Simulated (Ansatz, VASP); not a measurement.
## Two plane-wave programs on CdS (Greenockite)

```
Cd S
1.0
     4.15000    0.00000    0.00000
    -2.07500    3.59401    0.00000
     0.00000    0.00000    6.73700
Cd S
2 2
Cartesian
  -0.0089 2.4160 6.7110
  2.0505 1.1019 3.3224
  -0.0081 2.3428 2.5155
  2.0428 1.1788 5.9663
```

Alike in both runs: task single point; functional LDA; k mesh 6 × 6 × 2; no spin polarisation.

|  | VASP | Ansatz |
| --- | --- | --- |
| version | VASP 6.6.1 | Ansatz 0.2.0 |
| potentials or method | VASP PAW LDA potentials, release 64 (Cd, S) | plane waves, PAW |
| plane-wave cutoff (eV) | 520 | 540 |
| occupations | gaussian, width 0.01 eV | fixed |
| valence electrons in the cell | 36 | 52 |

```tsv
	VASP	Ansatz	Ansatz less VASP
pressure (GPa)	-2.5	-3.0	-0.47
largest component of the traceless stress (GPa)	1.09	1.02	-0.069
rms of the force components (eV/Å)	0.236	0.228	-0.0081
```

Atom by atom the forces differ by 0.008 eV/Å (rms over components). The two sets of potentials don't hold the same shells in valence. Ansatz warned: «stress_scf_threshold_loose».

Caveats: the k mesh is coarse (spacing up to 0.47 Å⁻¹), so the values aren't converged.
